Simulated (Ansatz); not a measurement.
# SnSe in Ansatz: notebook

The runs below take SnSe through single point, with PBEsol.

Everything below comes from runs of Ansatz 0.2.0. Logs are shortened: lines on timing, memory, paths and dates and some standing lists are left out, and cuts for length are marked.

## 1. The structure

The cell holds a slab with vacuum, 4 atoms: a = 4.285 Å, b = 4.285 Å, c = 10.991 Å, α = 90.00°, β = 90.00°, γ = 90.00°.

## 2. Single point, PBEsol, 47.43 Å³/atom (volume scaled by 0.94)

File input.yaml:

```yaml
crystal:
  lattice:
    - [4.197847211, 0.0, 0.0]
    - [0.0, 4.197847211, 0.0]
    - [0.0, 0.0, 10.7663293357]
  atoms:
    - { symbol: Sn, position: [0.0, 0.5, 0.62777089] }
    - { symbol: Sn, position: [0.5, 0.0, 0.37222911] }
    - { symbol: Se, position: [0.0, 0.5, 0.38396051] }
    - { symbol: Se, position: [0.5, 0.0, 0.61603949] }
kpoints:
  mp_grid: { grid: [6, 6, 3] }
scf:
  occupations: { method: fermi_dirac, width: 0.05 }
hamiltonian:
  xc: pbesol
  pseudopotentials: { kind: all_electron, lapw: { basis_error: 0.001 } }
output:
  forces: true
  stress: true
  eigenvalues: true
```

Potentials or basis: all-electron LAPW, scalar-relativistic.

Started as:

```bash
ansatz run input.yaml --threads 2 --pin off --max-ram 8192MiB --backend cpu --events-out ev --progress --plain --runs-dir out
```

The program printed:

```text
Warning: RAYON_NUM_THREADS=2 ignored (pool sized by the plan → 2); use --threads N
LAPW: plane waves up to 8.489 Å⁻¹, error target 1.0e-3 eV per atom; small_component_spin mean_spin; Se in spheres of 1.262 Å, 24 of its electrons in bands, Dirac shells []; Sn in spheres of 1.363 Å, 22 of its electrons in bands, Dirac shells [] (how accurate: hamiltonian.pseudopotentials.lapw.basis_error, Limitations)
Engine: ansatz 0.2.0, x86_64-unknown-linux-gnu
Pseudopotentials: kind: all_electron
Pseudopotential: Sn, LAPW, valence charge 22, lapw/all_electron/scalar/gaussian/Sn, Koelling and Harmon's equation, gaussian nucleus
Pseudopotential: Se, LAPW, valence charge 24, lapw/all_electron/scalar/gaussian/Se, Koelling and Harmon's equation, gaussian nucleus
Functional definition: PBEsol
  exchange = pbesol_x
  correlation = pbesol_c
Crystal: 4 atoms, lattice volume = 189.723 Å³
Basis set: ecut = 274.5272561900547 eV, 1961 PW (Γ), exchange–correlation at level 2
Bands: 56, of which v1, the nominal top of the filled ones, is band 46 counted from 1 (45 counted from 0)
Symmetry: 16 space group operations
Space group: P4/nmm (ITA 129), of the structure as read, at distance tolerance 5.7e-5 Å
k-points: 20 of 108
Non-local potential: Sn, projectors of the file, none
Non-local potential: Se, projectors of the file, none
Initial density: superposition of atomic densities (neutral atoms: chi_scale 0, normalization atom)
Initial wavefunctions: plane waves of lowest kinetic energy (no species holds an atomic orbital)
Functional: x = pbesol(κ = 0.804, μ = 0.12345679012345678), c = pbesol(β = 0.046)
iter 1 solved again at ethr=1.49e-3 eV; its pass at ethr=1.00e-1 eV (dr2=1.37e0 eV) is discarded
SCF iter   1: F=—  HF=-468193.439885 eV  |F-HF|=—  |Δ(HF+E_count)|=         —  Δρ=1.74e-2  dr2=1.37e0  ethr=1.49e-3  ⟨swp⟩=2.1  Hψ=7106  notcnv=0
preconditioner: auto → Resta (q_TF=auto, 2.418 Å⁻¹)  ε∞=1.9  [insulator: Δε(μ)=1.635 eV  Ē_g=17.734 eV  σ=0.050 eV  W_gap=1.00  n_scr=56 (ndim 8)  ℏωp=17.1 eV  f_vac=0.446  D(μ)=0.00/eV (n_scr^D=0)  ε∞_Penn≈1.9  vacuum switching on, ρ_ref=2.3e-2 e/Å³]
iter 2 solved again at ethr=9.30e-5 eV; its pass at ethr=1.49e-3 eV (dr2=8.55e-2 eV) is discarded
SCF iter   2: F=—  HF=-468193.034522 eV  |F-HF|=—  |Δ(HF+E_count)|=   4.05e-1  Δρ=6.09e-3  dr2=8.54e-2  ethr=9.30e-5  ⟨swp⟩=2.0  Hψ=5792  notcnv=0
SCF iter   3: F=—  HF=-468193.021549 eV  |F-HF|=—  |Δ(HF+E_count)|=         —  Δρ=3.05e-3  dr2=2.79e-2  ethr=9.28e-5  ⟨swp⟩=2.0  Hψ=3276  notcnv=0
the basis was enlarged: its passes take 438.5 KiB over the memory plan, 2 of 2 planned eigensolver slots
SCF iter   4: F=—  HF=-468193.021228 eV  |F-HF|=—  |Δ(HF+E_count)|=   3.21e-4  Δρ=7.89e-4  dr2=1.80e-3  ethr=3.03e-5  ⟨swp⟩=2.4  Hψ=3402  notcnv=0
SCF iter   5: F=—  HF=-468193.020933 eV  |F-HF|=—  |Δ(HF+E_count)|=   2.95e-4  Δρ=1.49e-4  dr2=5.78e-5  ethr=1.96e-6  ⟨swp⟩=2.8  Hψ=3272  notcnv=0
SCF iter   6: F=—  HF=-468193.021010 eV  |F-HF|=—  |Δ(HF+E_count)|=   7.71e-5  Δρ=5.92e-5  dr2=1.45e-5  ethr=6.28e-8  ⟨swp⟩=3.0  Hψ=3361  notcnv=0
SCF iter   7: F=—  HF=-468193.021011 eV  |F-HF|=—  |Δ(HF+E_count)|=   1.32e-6  Δρ=1.49e-5  dr2=5.74e-7  ethr=1.57e-8  ⟨swp⟩=3.0  Hψ=3284  notcnv=0
SCF iter   8: F=—  HF=-468193.021012 eV  |F-HF|=—  |Δ(HF+E_count)|=   9.31e-7  Δρ=3.76e-6  dr2=4.00e-8  ethr=6.24e-10  ⟨swp⟩=3.0  Hψ=3392  notcnv=0
SCF iter   9: F=-468193.021012 eV  HF=-468193.021012 eV  |F-HF|=1.28e-9  |Δ(HF+E_count)|=   2.18e-8  Δρ=8.99e-7  dr2=2.24e-9  ethr=4.35e-11  ⟨swp⟩=3.0  Hψ=3267  notcnv=0
SCF 1 converged in 9 iterations: F = -468193.021012 eV  dr2 = 2.24e-9
SCF converged after 9 iterations
Free energy (F): -468193.021012 eV
Harris-Foulkes:  -468193.021012 eV  (|F-HF|=1.28e-9)
Internal energy: -468193.021012 eV  (E = F + TS)
E sigma→0 (E₀):  -468193.021012 eV
Entropy (-TS):   -0.000000 eV (-0.000 meV/atom)
Fermi energy:    4.677627 eV
--- Per-component energies (eV) ---
  E_band       = -5226.191093
  E_kinetic    = 488669.270610
  E_xc         = -13544.236432
  E_electrostatic = -943318.055191  (all electrons and nuclei)
  E_smearing   = -0.000000  (= −TS)
  E_closure    = 0.000000  (closes the sum)
  E_atoms      = -468175.529442  (free atoms, spherical and without spin; not in F)
  Σ components = -468193.021012   (vs F -468193.021012, Δ=0.00e0)
  Basis errors (estimates in eV, not in F): energy 4.8e-4 per atom: plane waves 4.4e-4 (2.5e-4 summed), levels above the bands 5.1e-58, relativity 3.0e-8, radial functions 4.0e-5, core shells 1.0e-7; eigenvalues (radial functions only) 8.4e-7; not estimated: angular momenta, meshes, grids; target (lapw.basis_error) 1.0e-3; muffin-tin radii Se 1.262 Å, Sn 1.363 Å
--- Forces (eV/Å), atoms counted from 1 ---
  atom   1  Sn     0.00000000     0.00000000     0.33962201
  atom   2  Sn     0.00000000     0.00000000    -0.33962201
  atom   3  Se     0.00000000     0.00000000    -0.44214662
  atom   4  Se     0.00000000     0.00000000     0.44214662
  max |Σ_I F_I| component: 0.00e0 eV/Å
--- Stress (GPa, compression-positive) ---
        0.816969       0.000000       0.000000
        0.000000       0.816969       0.000000
        0.000000       0.000000       1.721926
  P = ⅓ Tr σ = 1.1186 GPa (11.186 kbar)
--- Band table (eV; the first three rows and the last of 20) ---
  k-point 0: bands = ["-203.1614", "-203.1614", "-142.8308", "-142.8308", "-142.8308", "-142.8308", "-142.8168", "-142.8168", "-124.8860", "-124.8860", "-80.7364", "-80.7364", "-80.7363", "-80.7363", "-80.6918", "-80.6917", "-43.2688", "-43.2686", "-43.2665", "-43.2664", "-43.2590", "-43.2589", "-43.2575", "-43.2575", "-43.2572", "-43.2572", "-17.0875", "-17.0727", "-17.0658", "-17.0653", "-17.0568", "-17.0480", "-17.0334", "-17.0334", "-17.0150", "-17.0150", "-9.7804", "-8.3975", "-2.3964", "-0.9693", "0.3721", "0.6575", "0.6575", "2.0995", "2.0995", "3.7103", "5.5576", "7.4664", "7.6442", "8.5632", "8.5632", "9.5597", "9.5988", "10.0088", "10.0088", "11.5623"]
  k-point 1: bands = ["-203.1614", "-203.1614", "-142.8308", "-142.8308", "-142.8308", "-142.8308", "-142.8168", "-142.8168", "-124.8860", "-124.8860", "-80.7364", "-80.7364", "-80.7363", "-80.7363", "-80.6918", "-80.6917", "-43.2688", "-43.2686", "-43.2665", "-43.2664", "-43.2590", "-43.2589", "-43.2575", "-43.2575", "-43.2572", "-43.2572", "-17.0875", "-17.0727", "-17.0658", "-17.0653", "-17.0568", "-17.0480", "-17.0334", "-17.0334", "-17.0150", "-17.0150", "-9.7804", "-8.3975", "-2.3969", "-0.9693", "0.3767", "0.6575", "0.6575", "2.0994", "2.0994", "3.7099", "5.4212", "7.4667", "8.2734", "8.5623", "8.5623", "9.3593", "9.5566", "10.0094", "10.0094", "10.4248"]
  k-point 2: bands = ["-203.1614", "-203.1614", "-142.8308", "-142.8308", "-142.8308", "-142.8308", "-142.8168", "-142.8168", "-124.8860", "-124.8860", "-80.7364", "-80.7364", "-80.7363", "-80.7363", "-80.6918", "-80.6917", "-43.2688", "-43.2686", "-43.2665", "-43.2664", "-43.2590", "-43.2589", "-43.2575", "-43.2575", "-43.2572", "-43.2572", "-17.0830", "-17.0690", "-17.0681", "-17.0630", "-17.0607", "-17.0482", "-17.0332", "-17.0312", "-17.0174", "-17.0157", "-9.6379", "-8.3876", "-2.8508", "-1.5525", "0.3699", "0.8826", "1.0680", "2.2607", "2.8190", "3.5528", "5.6898", "7.1085", "7.5122", "7.9164", "7.9441", "8.9350", "9.4025", "9.5454", "10.4857", "10.9009"]
  k-point 19: bands = ["-203.1614", "-203.1614", "-142.8308", "-142.8308", "-142.8308", "-142.8308", "-142.8168", "-142.8168", "-124.8860", "-124.8860", "-80.7364", "-80.7364", "-80.7364", "-80.7364", "-80.6918", "-80.6918", "-43.2687", "-43.2687", "-43.2662", "-43.2662", "-43.2589", "-43.2589", "-43.2575", "-43.2575", "-43.2571", "-43.2571", "-17.0994", "-17.0994", "-17.0436", "-17.0436", "-17.0435", "-17.0435", "-17.0409", "-17.0409", "-17.0159", "-17.0159", "-8.4152", "-8.4152", "-2.1170", "-2.1170", "-1.2408", "-1.2408", "0.4531", "0.4531", "2.1827", "2.1827", "7.7518", "7.7518", "8.5645", "8.5645", "9.1036", "9.1036", "10.7955", "10.7955", "11.5776", "11.5776"]
```

It took 27 s on 2 threads of Intel Xeon Platinum 8259CL at 2.50GHz (Skylake/Cascade Lake), shared host; peak memory 0.62 GiB.

What came out:

* Free energy: -468193.0210 eV
* Largest force: 0.442 eV/Å
* Band gap on the k mesh: 1.40 eV, direct

Caveat: spin-orbit coupling is left out, which moves the levels of the heavy elements.

## 3. Single point, PBEsol, 48.44 Å³/atom (volume scaled by 0.96)

Changes to input.yaml since step 2:

```diff
@@ -2,5 +2,5 @@
   lattice:
-    - [4.197847211, 0.0, 0.0]
-    - [0.0, 4.197847211, 0.0]
-    - [0.0, 0.0, 10.7663293357]
+    - [4.2274104894, 0.0, 0.0]
+    - [0.0, 4.2274104894, 0.0]
+    - [0.0, 0.0, 10.8421510545]
   atoms:
```

Potentials or basis: all-electron LAPW, scalar-relativistic.

Started as:

```bash
ansatz run input.yaml --threads 2 --pin off --max-ram 8192MiB --backend cpu --events-out ev --progress --plain --runs-dir out
```

Run time: 25 s. Hardware: 2 threads of Intel Xeon Platinum 8259CL at 2.50GHz (Skylake/Cascade Lake), shared host; peak memory 0.62 GiB.

It converged, with:

```yaml
Free_energy: -468193.0405 eV
Largest_force: 0.309 eV/Å
Band_gap_on_the_k_mesh: 1.43 eV, direct
```

Caveat: spin-orbit coupling is left out, which moves the levels of the heavy elements.

## 4. Single point, PBEsol, 49.45 Å³/atom (volume scaled by 0.98)

Changes to input.yaml since step 3:

```diff
@@ -2,5 +2,5 @@
   lattice:
-    - [4.2274104894, 0.0, 0.0]
-    - [0.0, 4.2274104894, 0.0]
-    - [0.0, 0.0, 10.8421510545]
+    - [4.2565659658, 0.0, 0.0]
+    - [0.0, 4.2565659658, 0.0]
+    - [0.0, 0.0, 10.916926873]
   atoms:
```

Started as:

```bash
ansatz run input.yaml --threads 2 --pin off --max-ram 8192MiB --backend cpu --events-out ev --progress --plain --runs-dir out
```

It took 26 s on 2 threads of Intel Xeon Platinum 8259CL at 2.50GHz (Skylake/Cascade Lake), shared host; peak memory 0.61 GiB.

It converged, with:

```yaml
Free_energy: -468193.0441 eV
Largest_force: 0.187 eV/Å
Band_gap_on_the_k_mesh: 1.45 eV, direct
```

Caveat: spin-orbit coupling is left out, which moves the levels of the heavy elements.

## 5. Single point, PBEsol, 50.46 Å³/atom

Changes to input.yaml since step 4:

```diff
@@ -2,5 +2,5 @@
   lattice:
-    - [4.2565659658, 0.0, 0.0]
-    - [0.0, 4.2565659658, 0.0]
-    - [0.0, 0.0, 10.916926873]
+    - [4.2853274191, 0.0, 0.0]
+    - [0.0, 4.2853274191, 0.0]
+    - [0.0, 0.0, 10.99069213]
   atoms:
```

Started as:

```bash
ansatz run input.yaml --threads 2 --pin off --max-ram 8192MiB --backend cpu --events-out ev --progress --plain --runs-dir out
```

Run time: 25 s. Hardware: 2 threads of Intel Xeon Platinum 8259CL at 2.50GHz (Skylake/Cascade Lake), shared host; peak memory 0.61 GiB.

The run converged. Its results:

- Free energy: -468193.0333 eV
- Largest force: 0.111 eV/Å
- Band gap on the k mesh: 1.47 eV, direct

Caveat: spin-orbit coupling is left out, which moves the levels of the heavy elements.

## 6. Single point, PBEsol, 51.47 Å³/atom (volume scaled by 1.02)

Changes to input.yaml since step 5:

```diff
@@ -2,5 +2,5 @@
   lattice:
-    - [4.2853274191, 0.0, 0.0]
-    - [0.0, 4.2853274191, 0.0]
-    - [0.0, 0.0, 10.99069213]
+    - [4.313707898, 0.0, 0.0]
+    - [0.0, 4.313707898, 0.0]
+    - [0.0, 0.0, 11.0634802918]
   atoms:
```

Potentials or basis: all-electron LAPW, scalar-relativistic.

Started as:

```bash
ansatz run input.yaml --threads 2 --pin off --max-ram 8192MiB --backend cpu --events-out ev --progress --plain --runs-dir out
```

Wall time 26 s (2 threads of Intel Xeon Platinum 8259CL at 2.50GHz (Skylake/Cascade Lake), shared host); peak memory 0.61 GiB.

Results (log left out):

```yaml
Free_energy: -468193.0097 eV
Largest_force: 0.240 eV/Å
Band_gap_on_the_k_mesh: 1.49 eV, direct
```

Caveat: spin-orbit coupling is left out, which moves the levels of the heavy elements.

## 7. Single point, PBEsol, 52.48 Å³/atom (volume scaled by 1.04)

Changes to input.yaml since step 6:

```diff
@@ -2,5 +2,5 @@
   lattice:
-    - [4.313707898, 0.0, 0.0]
-    - [0.0, 4.313707898, 0.0]
-    - [0.0, 0.0, 11.0634802918]
+    - [4.3417197731, 0.0, 0.0]
+    - [0.0, 4.3417197731, 0.0]
+    - [0.0, 0.0, 11.135323086]
   atoms:
```

Started as:

```bash
ansatz run input.yaml --threads 2 --pin off --max-ram 8192MiB --backend cpu --events-out ev --progress --plain --runs-dir out
```

It took 26 s on 2 threads of Intel Xeon Platinum 8259CL at 2.50GHz (Skylake/Cascade Lake), shared host; peak memory 0.6 GiB.

Results (log left out):

```yaml
Free_energy: -468192.9746 eV
Largest_force: 0.360 eV/Å
Band_gap_on_the_k_mesh: 1.51 eV, direct
```

Caveat: spin-orbit coupling is left out, which moves the levels of the heavy elements.

## 8. Single point, PBEsol, 53.49 Å³/atom (volume scaled by 1.06)

Changes to input.yaml since step 7:

```diff
@@ -2,5 +2,5 @@
   lattice:
-    - [4.3417197731, 0.0, 0.0]
-    - [0.0, 4.3417197731, 0.0]
-    - [0.0, 0.0, 11.135323086]
+    - [4.3693747848, 0.0, 0.0]
+    - [0.0, 4.3693747848, 0.0]
+    - [0.0, 0.0, 11.206250623]
   atoms:
```

Started as:

```bash
ansatz run input.yaml --threads 2 --pin off --max-ram 8192MiB --backend cpu --events-out ev --progress --plain --runs-dir out
```

It took 25 s on 2 threads of Intel Xeon Platinum 8259CL at 2.50GHz (Skylake/Cascade Lake), shared host; peak memory 0.61 GiB.

Results (log left out):

```
Free energy            : -468192.9293 eV
Largest force          : 0.472 eV/Å
Band gap on the k mesh : 1.52 eV, direct
```

Caveat: spin-orbit coupling is left out, which moves the levels of the heavy elements.

## 9. For comparison

An earlier run on the cell as given: functional PBEsol; potentials or basis all-electron LAPW, scalar-relativistic; cutoff 260 eV (chosen from the basis error); basis error allowed 0.001 eV/atom; k mesh 6 × 6 × 3; occupations fermi-dirac, width 0.05 eV; no spin polarisation.

* Largest force: 0.111 eV/Å
* Band gap on the k mesh: 1.47 eV, direct
* Loewdin charges: Sn +0.34; Se -0.27 e
